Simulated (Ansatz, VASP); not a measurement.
One calculation of ZnO, two programs

Contents of INCAR:

```
PREC     = Accurate       # precision mode
ENCUT    = 520            # plane-wave cutoff, eV
EDIFF    = 1E-8           # SCF threshold, eV
ISMEAR   = -1             # smearing method
SIGMA    = 0.01           # smearing width, eV
LREAL    = False          # projectors in reciprocal space
LASPH    = True           # aspherical terms in the spheres
NELM     = 100            # most SCF steps
ALGO     = Normal         # electronic algorithm
ISIF     = 2              # what is computed and relaxed
LWAVE    = False          # write WAVECAR
LCHARG   = False          # write CHGCAR
GGA      = PE             # functional
LEFG     = True         
NBANDS   = 16             # bands
```

Contents of KPOINTS:

```
regular mesh
0
Gamma
  11 11 11
```

The input POSCAR:

```
ZnO
1.0
    0.0000000000      2.1562328495      2.1079000000
    2.1562328495      0.0000000000      2.1079000000
    2.1562328495      2.1562328495      0.0000000000
Zn O
1 1
Direct
    0.0000000000      0.0000000000      0.0000000000
    0.5000000000      0.5000000000      0.5000000000
```

Input for Ansatz:

```yaml
crystal:
  lattice:
    - [0.0, 2.1562328495, 2.1079]
    - [2.1562328495, 0.0, 2.1079]
    - [2.1562328495, 2.1562328495, 0.0]
  atoms:
    - { symbol: Zn, position: [0.0, 0.0, 0.0] }
    - { symbol: O, position: [0.5, 0.5, 0.5] }
kpoints:
  mp_grid: { grid: [11, 11, 11] }
scf:
  occupations: { method: fermi_dirac, width: 0.01 }
hamiltonian:
  xc: pbe
  pseudopotentials: { kind: paw }
output:
  forces: true
  stress: true
  eigenvalues: true
  efg: { contact_densities: true }
```

Change from the starting cell: z stretched by -1.5 % at fixed volume, PAW files.

Alike in both runs: task electric field gradients; functional PBE; k mesh 11 × 11 × 11; occupations fermi-dirac, width 0.01 eV; no spin polarisation.

|  | VASP | Ansatz |
| --- | --- | --- |
| version | VASP 6.6.1 | Ansatz 0.2.0 |
| potentials or method | VASP PAW PBE potentials, release 64 (Zn, O) | PAW with Ansatz's default frozen-core files, scalar-relativistic |
| plane-wave cutoff (eV) | 520 | 420 |
| valence electrons in the cell | 18 | 18 |

|  | VASP | Ansatz | Ansatz less VASP |
| --- | --- | --- | --- |
| gap on the k mesh at the Fermi level (eV) | 0.84 | 0.87 | +0.032 |
| pressure (GPa) | 7.5 | 6.4 | -1.15 |
| largest component of the traceless stress (GPa) | 1.84 | 1.66 | -0.178 |
| Vzz of the field gradient on the site that differs most (V/Å²) | -14.3 | -13.9 | +0.41 |

Caveats: an odd mesh through Γ misses points on the zone boundary, where band edges often lie.
